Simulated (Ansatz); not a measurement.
# MoSe2 (P6_3/mmc): calculation of mode Grueneisen parameters in Python

Aim: a calculation of mode Grueneisen parameters, for MoSe2 (P6_3/mmc), run from a script.

The COD entry's cell or inner coordinates are ideal or old and differ from later refinements, so a difference from it is no clean test against experiment.

All numbers are computed with the Python package of Ansatz 0.2.0. Level of theory: DFT PBE+D3(BJ), plane waves, PAW.

### Step 1. The structure

Symmetry: P6_3/mmc, No. 194, hexagonal system. Conventional cell: a = 3.288 Å, b = 3.288 Å, c = 12.900 Å, α = 90.00°, β = 90.00°, γ = 120.00°. Around Mo (site symmetry -6m2) lie 6 Se at 2.49 Å. Around Se (site symmetry 3m) lie 3 Mo at 2.49 Å.

No structure file is read: the coordinates are typed or built in the script.

### Step 2. The script

The input, mose2_gruneisen.py:

```python
import warnings

import ansatz
import numpy as np

VECTORS = np.array([
    [3.288, 0.0, 0.0],
    [-1.644, 2.84749, 0.0],
    [0.0, 0.0, 12.9],
])
SITES = [
    ("Mo", [1 / 3, 2 / 3, 0.25]),
    ("Mo", [2 / 3, 1 / 3, 0.75]),
    ("Se", [1 / 3, 2 / 3, 0.625]),
    ("Se", [2 / 3, 1 / 3, 0.125]),
    ("Se", [1 / 3, 2 / 3, 0.875]),
    ("Se", [2 / 3, 1 / 3, 0.375]),
]


def on_lattice(cell):
    crystal = ansatz.Crystal(lattice=ansatz.Lattice.of(cell))
    for symbol, position in SITES:
        crystal = crystal.atom(symbol, position)
    return crystal


def main() -> None:
    warnings.simplefilter("ignore", ansatz.DeckWarning)

    modes = {}
    for scale in (1 - 0.03, 1.0, 1 + 0.03):
        base = on_lattice(VECTORS * scale ** (1 / 3)).calculation()
        base = base.functional("PBE", dispersion="d3bj").basis(470)
        base = base.occupations(ansatz.OccupationsMethod.GAUSSIAN).scf(tolerance=1e-08, max_iterations=150, self_checks="high")
        base = base.kpoints(9, 9, 2)
        base = base.phonons("dfpt")
        modes[scale] = np.sort(base.run().phonons.gamma_omega_inv_cm)
        print(f"V/V0 = {scale:.2f}:", np.round(modes[scale], 1) + 0.0)

    low, middle, high = modes.values()
    for w0, w1, w2 in zip(low, middle, high):
        if min(w0, w1, w2) > 5:
            print(f"{w1:8.1f} 1/cm   gamma = {-np.log(w2 / w0) / np.log((1 + 0.03) / (1 - 0.03)):6.2f}")


if __name__ == "__main__":
    main()
```

### Step 3. What the engine is handed

The engine receives this input (first run):

```yaml
crystal:
  lattice:
    - [3.254785607931137, 0.0, 0.0]
    - [-1.6273928039655685, 2.818725508128903, 0.0]
    - [0.0, 0.0, 12.769688060313769]
  atoms:
    - { symbol: Mo, position: [0.3333333333333333, 0.6666666666666666, 0.25] }
    - { symbol: Mo, position: [0.6666666666666666, 0.3333333333333333, 0.75] }
    - { symbol: Se, position: [0.3333333333333333, 0.6666666666666666, 0.625] }
    - { symbol: Se, position: [0.6666666666666666, 0.3333333333333333, 0.125] }
    - { symbol: Se, position: [0.3333333333333333, 0.6666666666666666, 0.875] }
    - { symbol: Se, position: [0.6666666666666666, 0.3333333333333333, 0.375] }
basis:
  ecutwfc: 470.0
kpoints:
  mp_grid:
    grid: [9, 9, 2]
hamiltonian:
  xc: pbe
  dispersion: d3bj
scf:
  max_iter: 150
  self_checks: high
  convergence:
    dr2_threshold: 1.0e-08
  occupations:
    method: gaussian
phonons:
  method: dfpt
```

### Step 4. The run

Started as:

```sh
python mose2_gruneisen.py
```

The log of the run:

```text
V/V0 = 0.97: [  0.    0.    0.   25.1  25.1  40.4 185.5 185.5 186.8 186.8 267.1 271.3
 314.3 314.3 314.3 314.3 386.3 390.6]
V/V0 = 1.00: [  0.    0.    0.   23.3  23.3  37.1 177.7 177.7 178.9 178.9 256.7 260.4
 301.4 301.4 301.4 301.4 370.9 374.7]
V/V0 = 1.03: [  0.    0.    0.   21.7  21.7  34.  170.3 170.3 171.4 171.4 247.  250.2
 289.1 289.1 289.1 289.1 356.3 359.6]
    23.3 1/cm   gamma =   2.41
    23.3 1/cm   gamma =   2.41
    37.1 1/cm   gamma =   2.87
   177.7 1/cm   gamma =   1.42
   177.7 1/cm   gamma =   1.42
   178.9 1/cm   gamma =   1.44
   178.9 1/cm   gamma =   1.44
   256.7 1/cm   gamma =   1.30
   260.4 1/cm   gamma =   1.35
   301.4 1/cm   gamma =   1.39
   301.4 1/cm   gamma =   1.39
   301.4 1/cm   gamma =   1.39
   301.4 1/cm   gamma =   1.39
   370.9 1/cm   gamma =   1.34
   374.7 1/cm   gamma =   1.38
```

It took 15 min on 1 thread of Arm Neoverse V2, shared host; peak memory 1.5 GiB.

### Step 5. Inputs of later runs

The engine's inputs for the other runs:

Run 2, against run 1:

```diff
@@ -3,3 +3,3 @@
-    - [3.254785607931137, 0.0, 0.0]
-    - [-1.6273928039655685, 2.818725508128903, 0.0]
-    - [0.0, 0.0, 12.769688060313769]
+    - [3.288, 0.0, 0.0]
+    - [-1.644, 2.84749, 0.0]
+    - [0.0, 0.0, 12.9]
```

Run 3, against run 1:

```diff
@@ -3,3 +3,3 @@
-    - [3.254785607931137, 0.0, 0.0]
-    - [-1.6273928039655685, 2.818725508128903, 0.0]
-    - [0.0, 0.0, 12.769688060313769]
+    - [3.320556572756271, 0.0, 0.0]
+    - [-1.6602782863781356, 2.8756848039409233, 0.0]
+    - [0.0, 0.0, 13.027731079244496]
```

Lines on the test bed's own set-up are left out of the output.

### Step 6. The engine's runs

One row for each of the 3 runs:

```tsv
run	volume (Å³/atom)	energy from run 3 (meV/atom)	gap on the mesh (eV)	SCF cycles in all	CPU time (s)
1	19.526	32.87	0.89	8	290
2	20.129	8.35	0.89	8	300
3	20.733	0.00	0.88	8	310
```

### Step 7. Phonon frequencies (run 1)

Frequencies in cm⁻¹ (negative: imaginary):

| q | frequencies |
| --- | --- |
| 0.000 0.000 0.000 | 0 0 0 25 25 40 185 185 187 187 267 271 314 314 314 314 386 391 |

### Step 8. The modes (run 2)

Frequencies in cm⁻¹ (negative: imaginary):

| q | frequencies |
| --- | --- |
| 0.000 0.000 0.000 | 0 0 0 23 23 37 178 178 179 179 257 260 301 301 301 301 371 375 |

### Step 9. Phonon frequencies (run 3)

Frequencies in cm⁻¹ (negative: imaginary):

| q | frequencies |
| --- | --- |
| 0.000 0.000 0.000 | 0 0 0 22 22 34 170 170 171 171 247 250 289 289 289 289 356 360 |

### Step 10. Summary of results

```
                               quantity        value
              mode Grüneisen parameters  1.3 to 2.87
                          runs compared            3
              highest frequency (run 1)     391 cm⁻¹
imaginary modes at these points (run 1)         none
              highest frequency (run 2)     375 cm⁻¹
imaginary modes at these points (run 2)         none
              highest frequency (run 3)     360 cm⁻¹
imaginary modes at these points (run 3)         none
```

In words: Positive parameters mean that modes soften as the crystal expands. All axes are scaled alike, which a layered or anisotropic crystal doesn't do under heat or pressure. The long-range field of a polar crystal is left out, so longitudinal optical modes near Γ lie too low. All modes computed here are real. Only Γ is listed, so instabilities elsewhere in the zone are not shown. No mode at these points is imaginary. Caveats:
- The cell isn't relaxed first, so the values belong to this volume.
- Of the deposited cell: the entry's cell lengths or inner coordinates differ somewhat from later room-temperature determinations.
- The ions aren't relaxed at each volume, and modes are paired by their order, which mixes them up where branches cross.
